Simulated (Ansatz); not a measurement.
A run of Ansatz 0.2.0 is set up as follows.

File input.yaml:

```yaml
crystal:
  lattice:
    - [2.55868, 0.0, 0.0]
    - [0.0, 2.55861, 0.0]
    - [0.0, 0.0, 23.8]
  atoms:
    - { symbol: Nb, position: [0.0, 0.5, 0.29412] }
  periodic: [true, true, false]
kpoints:
  mp_grid: { grid: [10, 10, 1] }
scf:
  occupations: { method: fermi_dirac, width: 0.05 }
hamiltonian:
  xc: pbesol
  pseudopotentials: { kind: all_electron, lapw: { basis_error: 0.002 } }
output:
  forces: true
  stress: true
  eigenvalues: true
```

Potentials or basis: all-electron LAPW, scalar-relativistic.

The run is started by

```sh
$ ansatz run input.yaml --threads 2 --pin off --max-ram 8192MiB --backend cpu --events-out ev --progress --plain --runs-dir out
```

(1) Predict the work function.

(2) Predict the band gap on the k mesh.

Answers

(1) 4.97 eV.

(2) none (metal or under the smearing width).
